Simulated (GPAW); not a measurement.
A run of GPAW 26.7.0 is set up as follows.

File run.py:

```python
from ase import Atoms
from ase.filters import FrechetCellFilter
from ase.io import write
from ase.optimize import BFGS
from ase.units import GPa
from gpaw import GPAW, PW, setup_paths

setup_paths.insert(0, '.')

atoms = Atoms(['Ge', 'Ge', 'Ge', 'Ge'],
              cell=[[3.9975858431, 0.0, 0.0],
                    [-1.9987929216, 3.462010894, 0.0],
                    [0.0, 0.0, 6.59937795]],
              scaled_positions=[[0.3333333333, 0.6666666667, 0.93709875],
                                [0.6666666667, 0.3333333333, 0.43709875],
                                [0.3333333333, 0.6666666667, 0.56290125],
                                [0.6666666667, 0.3333333333, 0.06290125]],
              pbc=True)

calc = GPAW(mode=PW(600),
            xc='PBEsol',
            kpts={'size': (7, 7, 4), 'gamma': True},
            occupations={'name': 'fermi-dirac', 'width': 0.05},
            nbands=18,
            convergence={'density': 1e-05, 'forces': 0.0001},
            maxiter=150,
            txt='gpaw.txt')
atoms.calc = calc
opt = BFGS(FrechetCellFilter(atoms, scalar_pressure=10 * GPa), trajectory='relax.traj', logfile='-')
done = opt.run(fmax=0.02, steps=60)
calc.write('gs.gpw')
write('result.traj', atoms)
print('Converged:', done)
print('Cell:', atoms.cell.cellpar().round(4))
print('Volume:', round(atoms.get_volume(), 4))
print(atoms.get_scaled_positions().round(5))
```

Potentials or basis: PAW data sets generated in the run's folder for this functional, pw.

Command:

```sh
$ gpaw-setup -f PBEsol Ge
$ OMP_NUM_THREADS=1 python run.py
```

Question: What does it give for the space group after relaxing (to 0.05 Å)?

Answer: P6_3/mmc (No. 194).

Question: Predict the band gap on the k mesh.

Answer: None (metal or under the smearing width).

Question: Estimate the relaxed volume.

Answer: 20.50 Å³/atom.

Question: Predict the relaxed cell.

Answer: a = 3.859 Å, b = 3.859 Å, c = 6.359 Å, α = 90.00°, β = 90.00°, γ = 120.00°.

Forces on the atoms (eV/Å):
```
Ge   0.000  0.000 -0.006
Ge   0.000  0.000 -0.006
Ge   0.000  0.000  0.006
Ge   0.000  0.000  0.006
```

Caveat: later steps reuse the first step's grids.
